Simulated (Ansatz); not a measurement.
**Ta2Si: properties at the relaxed cell**

One table from this session's results is given with a row withheld; the runs are named, their logs left out.

Method: DFT PBEsol, scalar-relativistic, plane waves, PAW, in Ansatz 0.2.0.

1 further run of the same task is left out (set aside as unsound or not needed).

**The system as given**

The structure is tetragonal, space group I4/mcm (No. 140). Conventional cell: a = 6.137 Å, b = 6.137 Å, c = 5.040 Å, α = 90.00°, β = 90.00°, γ = 90.00°. Around Ta (site symmetry m2m) lie 4 Si at 2.62 Å and 3 Ta at 2.83 to 2.94 Å. Si (site symmetry 422) has 2 Si at 2.52 Å and 8 Ta at 2.62 Å in its first shell of neighbours.

Structure file:

```xyz
6
Lattice="-3.0684 3.0684 2.5199 3.0684 -3.0684 2.5199 3.0684 3.0684 -2.5199" Properties=species:S:1:pos:R:3 pbc="T T T"
Ta    2.0677    1.0007    2.5199
Ta   -1.0007    2.0677    2.5199
Ta    1.0007    2.0677    0.0000
Ta    4.0691    1.0007    0.0000
Si    0.0000    0.0000    1.2599
Si    0.0000    0.0000    3.7798
```

It goes back to an entry of the Materials Project, which need not be the stable form.

It is the result of an earlier relaxation at this level (volume 15.82 Å³/atom; gap on the mesh: none (metal)).

Set-up of the first run:

input.yaml

```yaml
crystal:
  lattice:
    - [-3.0683767189, 3.0683767189, 2.5198993627]
    - [3.0683767189, -3.0683767189, 2.5198993627]
    - [3.0683767189, 3.0683767189, -2.5198993627]
  atoms:
    - { symbol: Ta, position: [0.6630661939, 0.8369338061, 0.5] }
    - { symbol: Ta, position: [0.8369338061, 0.3369338061, 0.1738676122] }
    - { symbol: Ta, position: [0.3369338061, 0.1630661939, 0.5] }
    - { symbol: Ta, position: [0.1630661939, 0.6630661939, 0.8261323878] }
    - { symbol: Si, position: [0.25, 0.25, 0.0] }
    - { symbol: Si, position: [0.75, 0.75, 0.0] }
basis:
  ecutwfc: 420
kpoints:
  mp_grid: { grid: [10, 10, 10] }
  band_path:
    path:
      - [[0.0, 0.0, 0.0], [0.0, 0.0, 0.5], [-0.5, 0.5, 0.5], [0.0, 0.0, 0.0], [0.41861222, 0.41861222, -0.41861222]]
      - [[-0.41861222, 0.58138778, 0.41861222], [-0.5, 0.5, 0.5]]
      - [[0.0, 0.0, 0.5], [0.25, 0.25, 0.25], [0.0, 0.5, 0.0], [0.0, 0.0, 0.0]]
    npoints: 14
hamiltonian:
  xc: pbesol
scf:
  occupations: { method: gaussian, width: 0.1 }
  n_extra_bands: 15
output:
  forces: true
  stress: true
  eigenvalues: true
  populations: true
  dos: { projected: true, de: 0.02, nscf_kmesh: { grid: [15, 15, 15] } }
  bader: true
  write_density: true
  write_potential: true
  elf: true
  volumetric_format: npy
```

Command:

```bash
$ ansatz run input.yaml --threads 1 --pin off --max-ram 2560MiB --backend cpu --events-out ev --progress --plain --runs-dir out
```

Among the steps run: Electronic structure at the relaxed geometry; Point at V/V0 = 0.97; Volume × 1.03; Volume × 0.94; Point at V/V0 = 1.06.

One of the session's tables, all rows but one given; the rest of the session is left out.

It belongs to the step «Fit of the equation of state». 

```
volume (Å³/atom)  energy above the lowest point (meV/atom)  pressure (GPa)
          14.867                                      44.8           15.94
          15.342                                         ?               ?
          15.816                                       0.0           -0.01
          16.291                                       9.7           -6.35
          16.765                                      36.8          -11.78
```

Estimate the missing values for volume (Å³/atom) = 15.342.

Worked estimate for «energy above the lowest point (meV/atom)». A straight line through the neighbours (14.867, 44.8) and (15.816, 0.0) gives 44.8 + (0.0 − 44.8) × (15.342 − 14.867) / (15.816 − 14.867) = 22.4; a parabola fitted to 3 rows on both sides gives 11.7.

As computed: energy above the lowest point (meV/atom): 10.6; pressure (GPa): 7.36. In «energy above the lowest point (meV/atom)» the line misses by +11.8 and the parabola by +1.1.
